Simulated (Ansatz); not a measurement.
Predict the output of the script below (the Python package of Ansatz (0.2.0)).

`sic.xyz`
```text
4
Lattice="3.076 0.0 0.0 -1.538 2.66389414 0.0 0.0 0.0 5.048" Properties=species:S:1:pos:R:3 pbc="T T T"
Si   -0.00000000    1.77592943    0.00000000
Si    1.53800000    0.88796471    2.52400000
C    -0.00000000    1.77592943    1.94348000
C     1.53800000    0.88796471    4.46748000
```

Script `walk.py`:
```python
import warnings

import ansatz
import numpy as np

warnings.simplefilter("ignore", ansatz.DeckWarning)

sic = ansatz.Crystal.from_extxyz("sic.xyz")

start = np.array(sic.resolved().sites[1].position)
previous, rows = None, []
for step in range(5):
    target = start + step * 0.01 * np.eye(3)[1]
    setup = sic.move(1, to=target).calculation()
    setup = setup.functional("PBE")
    setup = setup.pseudopotentials("nc")
    setup = setup.kpoints(5, 5, 3, center="monkhorst-pack")
    setup = setup.occupations("fixed").forces()
    session = setup.session()
    if previous is not None:
        session.seed_next_step(previous)
    previous = session.plan(retain="density").execute()
    report = previous.report
    shift = float(np.linalg.norm((target - start) @ np.array(report["lattice"]["cell_ang"])))
    rows.append((step, shift, report["lagrangian_ev"], float(np.linalg.norm(report["forces_ev_ang"][1])), report["n_iterations"], report["n_symmetry_ops"]))
rows = [(row[0], row[1], 1000 * (row[2] - rows[0][2]), *row[3:]) for row in rows]
for row in rows:
    print("; ".join(f"{name} = {round(v, 4) if isinstance(v, float) else v}" for name, v in zip(["step", "moved A", "dE meV", "force on it eV/A", "iterations", "symmetry operations"], row)))
```

```console
$ python walk.py
step = 0; moved A = 0.0; dE meV = 0.0; force on it eV/A = 0.7458; iterations = 7; symmetry operations = 12
step = 1; moved A = 0.0308; dE meV = 10.3995; force on it eV/A = 1.0195; iterations = 5; symmetry operations = 1
step = 2; moved A = 0.0615; dE meV = 41.6451; force on it eV/A = 1.5842; iterations = 6; symmetry operations = 1
step = 3; moved A = 0.0923; dE meV = 93.8784; force on it eV/A = 2.2434; iterations = 6; symmetry operations = 1
step = 4; moved A = 0.123; dE meV = 167.3345; force on it eV/A = 2.9528; iterations = 6; symmetry operations = 1
```

What to keep in mind:
- The settings weren't tested for convergence.
- The structure is a deposited one; some such entries were measured under pressure or heat, so a shift against it needn't be the functional's error alone.
- The first step keeps the crystal's symmetry; the moved atom lowers it.
- Finished in 21 s on 1 thread of Arm Neoverse V2 (shared host), peak memory 0.37 GiB.

(Lines on the test bed's own set-up are left out of the output.)
